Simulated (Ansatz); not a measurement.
Relaxed bulk BP:

```cif
data_structure
_symmetry_space_group_name_H-M 'F-43m'
_symmetry_Int_Tables_number 216
_cell_length_a 4.5483
_cell_length_b 4.5483
_cell_length_c 4.5483
_cell_angle_alpha 90.000
_cell_angle_beta 90.000
_cell_angle_gamma 90.000
_cell_volume 94.09
loop_
_atom_site_label
_atom_site_type_symbol
_atom_site_symmetry_multiplicity
_atom_site_Wyckoff_symbol
_atom_site_fract_x
_atom_site_fract_y
_atom_site_fract_z
_atom_site_occupancy
B1 B 4 a 0.00000 0.00000 0.00000 1
P1 P 4 c 0.25000 0.25000 0.25000 1
```

Miller indices refer to the conventional cell of F-43m (No. 216), a = 4.548 Å, b = 4.548 Å, c = 4.548 Å, α = 90.00°, β = 90.00°, γ = 90.00°. The bulk's gap is 1.25 eV.

The (100) slab of 11 planes, 11.4 Å thick with 15 Å of vacuum as cut; outer planes P (top) and P (bottom).

Theory: DFT PBE, scalar-relativistic, plane waves, PAW in Ansatz 0.2.0. Cutoff 420 eV; k points 8×8×1 on the computed 11-atom cell (Γ-centred); Gaussian smearing, width 0.05 eV; no spin polarisation. A dipole correction removes the field between periodic images along c.

The slab isn't stoichiometric (B5P6), so its surface energy depends on the chemical potentials; it is given with the excess atoms taken from the element's standard state, a limit at which the compound may itself be unstable, so the figure can be too low. This cut of an insulator is polar or leaves open shells, so the slab is metallic here; real surfaces compensate by reconstruction or adsorbates.

Results for the relaxed slab:

```
Surface energy with the excess atoms taken from the elements : 1.89 J/m²
Gap of the slab on the mesh                                  : none (metal or semimetal)
Work function                                                : 6.16 eV
```

Relaxation lowers the energy by 0.001 J/m² a face; the largest move is 0.016 Å.

```tsv
plane (bottom to top)	atoms	spacing to next, bulk (Å)	relaxed (Å)	change (%)
1	P	1.137	1.129	-0.7
2	B	1.137	1.137	0.0
3	P	1.137	1.131	-0.6
4	B	1.137	1.134	-0.3
5	P	1.137	1.139	+0.1
6	B	1.137	1.139	+0.1
7	P	1.137	1.134	-0.3
8	B	1.137	1.131	-0.6
9	P	1.137	1.137	0.0
10	B	1.137	1.129	-0.7
11	P
```